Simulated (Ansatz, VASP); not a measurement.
# HfO2 in VASP and in Ansatz

```
Hf O
1.0
     5.08032    0.00000    0.00000
     0.00000    5.16487    0.00000
     0.00000    0.00000    4.89088
Hf O
4 8
Cartesian
  1.1308 4.0379 1.3307
  3.6710 3.7094 3.5602
  3.9495 1.1270 1.3307
  1.4093 1.4555 3.5602
  0.9491 0.8452 0.5113
  3.4892 1.7372 4.3796
  4.1312 4.3196 0.5113
  1.5911 3.4277 4.3796
  0.0000 2.5824 2.3919
  2.5402 0.0000 2.4990
  0.0000 0.0000 2.8153
  2.5402 2.5824 2.0756
```

The cell comes from a database or a generator and needn't be the stable form of this composition.

Alike in both runs: task single point; functional PBE; k mesh 5 × 5 × 6; occupations gaussian, width 0.012 eV; no spin polarisation.

|  | VASP | Ansatz |
| --- | --- | --- |
| version | VASP 6.6.1 | Ansatz 0.2.0 |
| potentials or method | VASP PAW PBE potentials, release 64 (Hf_pv, O) | Ansatz PAW |
| plane-wave cutoff (eV) | 520 | 420 |
| valence electrons in the cell | 88 | 152 |

|  | VASP | Ansatz | Ansatz less VASP |
| --- | --- | --- | --- |
| gap on the k mesh at the Fermi level (eV) | 3.83 | 3.86 | +0.031 |
| least direct gap on the mesh (eV) | 3.83 | 3.86 | +0.031 |
| pressure (GPa) | 6.5 | 9.9 | +3.43 |
| largest component of the traceless stress (GPa) | 0.38 | 0.57 | +0.186 |
| rms of the force components (eV/Å) | 0.043 | 0.081 | +0.0377 |

Atom by atom the forces differ by 0.042 eV/Å (rms over components). The functional is the same, so the differences come from potentials, cutoffs and numerics. The two sets of potentials don't hold the same shells in valence.

Caveats: spin-orbit coupling is left out, which moves the levels of the heavy elements; an odd mesh through Γ misses points on the zone boundary, where band edges often lie (VASP); odd divisions of the mesh miss points on the zone boundary, where band edges often lie, so the gap on the mesh can be too wide (Ansatz); the pressure holds a Pulay correction of +0.9 GPa for the finite cutoff (Ansatz). PBE gaps usually lie below the measured ones, often by a third to a half.
